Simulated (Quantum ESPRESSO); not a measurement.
Runs of Quantum ESPRESSO 7.5 on CaF2 (Fluorite). It takes space group Fm-3m (No. 225, cubic). The conventional cell has a = 5.462 Å, b = 5.462 Å, c = 5.462 Å, α = 90.00°, β = 90.00°, γ = 90.00°. Ca (site symmetry m-3m) is surrounded by 8 F at 2.37 Å. F (site symmetry -43m) has 4 Ca at 2.37 Å as nearest neighbours. 

```tsv
task	level	potentials or basis	k mesh	cutoff (eV)	symmetry	SCF threshold	form of the LDA correlation	gap on the mesh (eV)	pressure (GPa)
band structure	r2SCAN	SG15 PBE 1.2	6 × 6 × 6	1197	off	1e-08 Ry	-	(a)	(b)
single point	PBE	SSSP 1.3 efficiency PBE	8 × 8 × 8	748	-	6e-10 Ry	-	7.29	2.1
band structure	LDA	GBRV 1.5 LDA	8 × 8 × 8	612	-	6e-10 Ry	PZ81	6.90	-6.5
band structure	PBEsol	GBRV 1.5 PBEsol	8 × 8 × 8	612	-	6e-10 Ry	-	7.10	-1.9
band structure	PBE	SSSP 1.3 efficiency PBE	8 × 8 × 8	748	-	6e-10 Ry	-	7.29	2.1
```

Alike in all rows: no spin polarisation; cell as given; smearing fermi-dirac 0.05 eV.

Question: Fill in the values left out.

Answer: (a) 7.93; (b) -1.4.

Caveats: the potentials were made for another functional, which shifts forces and pressure (some runs).

A k mesh can miss the band edges.
